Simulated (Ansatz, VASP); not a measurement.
**CuI (Marshite): VASP beside Ansatz**

Wanted: the spread between two codes on one cell, functional and k mesh.

Method: plane waves, with VASP 6.6.1 beside it; band structure at HSE03, in Ansatz 0.2.0.

The database entry behind the starting cell differs from later determinations by our own check (about 0.15 % long (mineral sample)), so it need not match the best structure at ambient conditions.

### 1. The structure

It takes space group F-43m (No. 216, cubic). The conventional cell has a = 6.063 Å, b = 6.063 Å, c = 6.063 Å, α = 90.00°, β = 90.00°, γ = 90.00°. Nearest to Cu lie 4 I at 2.63 Å. Nearest to I lie 4 Cu at 2.63 Å. Farther neighbours and most contacts between anions are not listed.

Structure file:

```xyz
2
Lattice="0.0000 3.0315 3.0315 3.0315 0.0000 3.0315 3.0315 3.0315 0.0000" Properties=species:S:1:pos:R:3 pbc="T T T"
Cu    1.5157    1.5157    1.5157
I     0.0000    0.0000    0.0000
```

### 2. VASP: band structure, HSE03

Levels along a path test the potential and the projectors away from the mesh points.

Lines of VASP's logs that name or quote its potential files are left out, and so is its time.

The run reads the wave functions of an earlier VASP run, which isn't shown here.

INCAR

```
SYSTEM = CuI
PREC = Accurate
ENCUT = 400
EDIFF = 1E-06
NELM = 100
ISMEAR = 0
SIGMA = 0.02
LREAL = .FALSE.
ALGO = Normal
LHFCALC = .TRUE.
AEXX = 0.25
GGA = PE
HFSCREEN = 0.3
LASPH = .TRUE.
NBANDS = 15
PRECFOCK = Fast
LORBIT = 11
LWAVE = .FALSE.
LCHARG = .FALSE.
KPAR = 4
```

POSCAR

```
CuI
1.0
    0.0000000000      3.0315000000      3.0315000000
    3.0315000000      0.0000000000      3.0315000000
    3.0315000000      3.0315000000      0.0000000000
Cu I
1 1
Direct
    0.2500000000      0.2500000000      0.2500000000
    0.0000000000      0.0000000000      0.0000000000
```

KPOINTS

```
Automatic mesh
0
Gamma
4 4 4
0 0 0
```

KPOINTS_OPT

```
Line mode
6
Line-mode
Reciprocal
  0.00000000   0.00000000   0.00000000 GAMMA
  0.50000000   0.00000000   0.50000000 X

  0.50000000   0.00000000   0.50000000 X
  0.50000000   0.25000000   0.75000000 W

  0.50000000   0.25000000   0.75000000 W
  0.37500000   0.37500000   0.75000000 K

  0.37500000   0.37500000   0.75000000 K
  0.00000000   0.00000000   0.00000000 GAMMA

  0.00000000   0.00000000   0.00000000 GAMMA
  0.50000000   0.50000000   0.50000000 L

  0.50000000   0.50000000   0.50000000 L
  0.62500000   0.25000000   0.62500000 U

  0.62500000   0.25000000   0.62500000 U
  0.50000000   0.25000000   0.75000000 W

  0.50000000   0.25000000   0.75000000 W
  0.50000000   0.50000000   0.50000000 L

  0.50000000   0.50000000   0.50000000 L
  0.37500000   0.37500000   0.75000000 K

  0.62500000   0.25000000   0.62500000 U
  0.50000000   0.00000000   0.50000000 X
```

The projector-augmented-wave data sets are Cu and I (PBE family, release 64).

Run with:

```bash
> mpirun -np 4 vasp_std
```

Numbers of over 12 decimals in the logs are rounded to 6 here.

Log:

```text
[banner, memory and clock lines left out]
running    4 mpi-ranks, on    1 nodes
 distrk:  each k-point on    1 cores,    4 groups
 distr:  one band on    1 cores,    1 groups

 POSCAR found type information on POSCAR CuI
 POSCAR found :  2 types and       2 ions
 LDA part: xc-table for (Slater+PW92), standard interpolation
 found WAVECAR, reading the header
 POSCAR, INCAR and KPOINTS ok, starting setup
 FFT: planning ... GRIDC
 FFT: planning ... GRID_SOFT
 FFT: planning ... GRID
 reading WAVECAR
 the WAVECAR file was read successfully
 initial charge from wavefunction
 entering main loop
       N       E                     dE             d eps       ncg     rms          rms(c)
DAV:   1    -0.630478617194E+01   -0.63048E+01   -0.69210E-01   329   0.315E+01    0.266E+00
DAV:   2    -0.622971264916E+01    0.75074E-01   -0.62789E-01   296   0.291E+01    0.250E+00
DAV:   3    -0.623816207547E+01   -0.84494E-02   -0.34796E-02   353   0.310E+00    0.163E+00
DAV:   4    -0.623772943963E+01    0.43264E-03   -0.50154E-03   324   0.230E+00    0.994E-01
DAV:   5    -0.623763531066E+01    0.94129E-04   -0.11539E-03   388   0.859E-01    0.695E-01
DAV:   6    -0.623760866422E+01    0.26646E-04   -0.33359E-05   395   0.786E-02    0.409E-01
DAV:   7    -0.623759432750E+01    0.14337E-04   -0.10600E-05   324   0.924E-02    0.237E-01
DAV:   8    -0.623759012272E+01    0.42048E-05   -0.26663E-06   282   0.241E-02    0.136E-01
DAV:   9    -0.623758896418E+01    0.11585E-05   -0.75137E-07   211   0.122E-02    0.796E-02
DAV:  10    -0.623758854410E+01    0.42008E-06   -0.54311E-07   204   0.829E-03
   1 F= -.62375885E+01 E0= -.62375885E+01  d E =-.353322E-17
 Start KPOINTS_OPT (optional k-point list driver)
k-point batch [1-8\60]
       N       E                     dE             ncg
DAV:   1     0.883860584493E+03   -0.18150E+04      240
DAV:   2     0.172744680725E+02   -0.86659E+03      240
DAV:   3    -0.465614194125E+02   -0.63836E+02      331
DAV:   4    -0.488510184437E+02   -0.22896E+01      310
DAV:   5    -0.489354961820E+02   -0.84478E-01      394
DAV:   6    -0.489369730668E+02   -0.14769E-02      353
DAV:   7    -0.489369916309E+02   -0.18564E-04      394
DAV:   8    -0.489369918530E+02   -0.22203E-06      274
[...]
k-point batch [57-60\60]
       N       E                     dE             ncg
DAV:   1     0.252049349358E+04   -0.17343E+04      120
DAV:   2     0.210831547503E+04   -0.41218E+03      120
DAV:   3     0.207962910512E+04   -0.28686E+02      176
DAV:   4     0.207873222364E+04   -0.89688E+00      169
DAV:   5     0.207869622857E+04   -0.35995E-01      201
DAV:   6     0.207869577907E+04   -0.44950E-03      169
DAV:   7     0.207869577254E+04   -0.65338E-05      208
DAV:   8     0.207869577245E+04   -0.92039E-07      144
```

Parts of OUTCAR (step 2):

```text
ion  position               nearest neighbor table
   1  0.250  0.250  0.250-   2 2.63   2 2.63   2 2.63   2 2.63
   2  0.000  0.000  0.000-   1 2.63   1 2.63   1 2.63   1 2.63

  LATTYP: Found a face centered cubic cell.
 ALAT       =     6.0630000000

 Subroutine GETGRP returns: Found 24 space group operations
 (whereof 24 operations were pure point group operations)

The static configuration has the point symmetry T_d .

 Found      8 irreducible k-points:

   k-points           NKPTS =      8   k-points in BZ     NKDIM =     64   number of bands    NBANDS=     15

   dimension x,y,z NGX =    28 NGY =   28 NGZ =   28
   dimension x,y,z NGXF=    56 NGYF=   56 NGZF=   56

   ENCUT  =  400.0 eV  29.40 Ry    5.42 a.u.   6.99  6.99  6.99*2*pi/ulx,y,z

   NELECT =      18.0000    total number of electrons

 k-points in reciprocal lattice and weights: Automatic mesh
   0.00000000  0.00000000  0.00000000       0.016
   0.25000000  0.00000000  0.00000000       0.125
   0.50000000  0.00000000  0.00000000       0.062
   0.25000000  0.25000000  0.00000000       0.094
   0.50000000  0.25000000  0.00000000       0.375
  -0.25000000  0.25000000  0.00000000       0.188
   0.50000000  0.50000000  0.00000000       0.047
  -0.25000000  0.50000000  0.25000000       0.094

  exchange ACFDT corr.  =         0.00000000  see jH, gK, PRB 81, 115126

 average (electrostatic) potential at core
       1 -58.2709       2 -88.8336

 E-fermi :   3.7175

 k-point     1 :       0.0000    0.0000    0.0000
  band No.  band energies     occupation
    ...
      5       1.1750      2.00000
      6       1.1750      2.00000
      7       3.6032      2.00000
      8       3.6033      2.00000
      9       3.6033      2.00000
     10       5.9808      0.00000
     11       9.6786      0.00000
     12       9.6786      0.00000
     13       9.6786      0.00000
     14      13.2287      0.00000
    ...

 k-point     2 :       0.2500    0.0000    0.0000
  band No.  band energies     occupation
    ...
      5       1.1661      2.00000
      6       1.1661      2.00000
      7       1.9804      2.00000
      8       3.1764      2.00000
      9       3.1765      2.00000
     10       7.1224      0.00000
     11      10.2483      0.00000
     12      10.2483      0.00000
     13      10.2772      0.00000
     14      13.5446      0.00000
    ...

 k-point     3 :       0.5000    0.0000    0.0000
  band No.  band energies     occupation
    ...
      5       1.1986      2.00000
      6       1.1986      2.00000
      7       1.2513      2.00000
      8       2.7842      2.00000
      9       2.7842      2.00000
     10       6.9767      0.00000
     11      10.1800      0.00000
     12      10.1800      0.00000
     13      12.1888      0.00000
     14      14.1291      0.00000
    ...

  energy-cutoff  :      400.00
  volume of cell :       55.72
      direct lattice vectors                 reciprocal lattice vectors
     0.000000000  3.031500000  3.031500000    -0.164934851  0.164934851  0.164934851
     3.031500000  0.000000000  3.031500000     0.164934851 -0.164934851  0.164934851
     3.031500000  3.031500000  0.000000000     0.164934851  0.164934851 -0.164934851

 POSITION                                       TOTAL-FORCE (eV/Angst)
 -----------------------------------------------------------------------------------
      1.51575      1.51575      1.51575        -0.000000     -0.000000     -0.000000
      0.00000      0.00000      0.00000         0.000000      0.000000      0.000000
 -----------------------------------------------------------------------------------
    total drift:                               -0.000292     -0.000237     -0.000172

  FREE ENERGIE OF THE ION-ELECTRON SYSTEM (eV)
  ---------------------------------------------------
  free  energy   TOTEN  =        -6.2375885441 eV

  energy  without entropy=       -6.2375885441  energy(sigma->0) =       -6.23758854

 total charge
# of ion       s       p       d       tot
------------------------------------------
    1        0.295   0.252   9.420   9.968
    2        1.489   2.870   0.044   4.403
--------------------------------------------------
tot          1.784   3.122   9.464  14.371

[... 3 further parts left out ...]
```

(Continued in part 2 of 2.)

[Lines on the potential files, build, host, timing and source positions are cut from VASP's logs without a mark.]

[Logs are printed without paths, hosts, clocks, repeated set-up lines and the standing remarks that a program may print on its own settings, such as how far it seeks lower states.]

[Hosts, paths, dates, database ids (printed as entryN), source tags and the programs' standing remarks are cut or masked in the printed files.]
